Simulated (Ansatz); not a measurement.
What a change of settings does to a run on Ga

The cell is COD entry 9008562, as deposited and not checked against the literature; nothing was relaxed.

First run: DFT, PBE, PAW with Ansatz's default frozen-core files, scalar-relativistic (Ansatz 0.2.0).

Command: `ansatz run input.yaml --threads 1 --pin off --max-ram 3072MiB --backend cpu --events-out ev --progress --plain --runs-dir out` The run took 90 s on 1 thread of Intel(R) Xeon(R) Platinum 8488C (Sapphire Rapids), on a shared host.

```yaml
crystal:
  lattice:
    - [2.25535, -3.8224, 0.0]
    - [2.25535, 3.8224, 0.0]
    - [0.0, 0.0, 4.5167]
  atoms:
    - { symbol: Ga, position: [0.1525, 0.8475, 0.0785] }
    - { symbol: Ga, position: [0.6525, 0.3475, 0.4215] }
    - { symbol: Ga, position: [0.8475, 0.1525, 0.9215] }
    - { symbol: Ga, position: [0.3475, 0.6525, 0.5785] }
kpoints:
  mp_grid: { grid: [11, 11, 9] }
  band_path:
    path:
      - [0.0, 0.0, 0.0]
      - [-0.5, 0.5, 0.0]
      - [-0.337035342, 0.662964658, 0.0]
      - [0.337035342, 0.337035342, 0.0]
      - [0.0, 0.0, 0.0]
      - [0.0, 0.0, 0.5]
      - [0.337035342, 0.337035342, 0.5]
      - [-0.337035342, 0.662964658, 0.5]
      - [-0.5, 0.5, 0.5]
    npoints: 14
scf:
  occupations: { method: fermi_dirac, width: 0.03 }
hamiltonian:
  xc: pbe
  pseudopotentials: { kind: paw }
output:
  forces: true
  stress: true
  eigenvalues: true
  efg: { contact_densities: true }
  populations: true
  bader: true
  dos: { projected: true, de: 0.2, e_range: [-14, 8] }
  write_density: true
  write_potential: true
  elf: true
  volumetric_format: npy
```

Result: converged; pressure 2.31 GPa; largest force 0.465 eV/Å; no gap on the k mesh; 7 SCF iterations.

The input is then changed:

```diff
@@ -25,4 +25,6 @@
 scf:
   occupations: { method: fermi_dirac, width: 0.03 }
+  convergence: { dr2_threshold: 1.0e-08 }
+  n_extra_bands: 16
 hamiltonian:
   xc: pbe
@@ -34,9 +36,3 @@
   efg: { contact_densities: true }
   populations: true
-  bader: true
-  dos: { projected: true, de: 0.2, e_range: [-14, 8] }
-  write_density: true
-  write_potential: true
-  elf: true
-  volumetric_format: npy
```

(1) Predict the outcome of the changed run.

Results:

(1) It converged; energy at zero smearing 0.0 meV/atom from the first run; pressure 2.31 GPa; largest force 0.465 eV/Å; no gap on the k mesh; 9 SCF iterations.
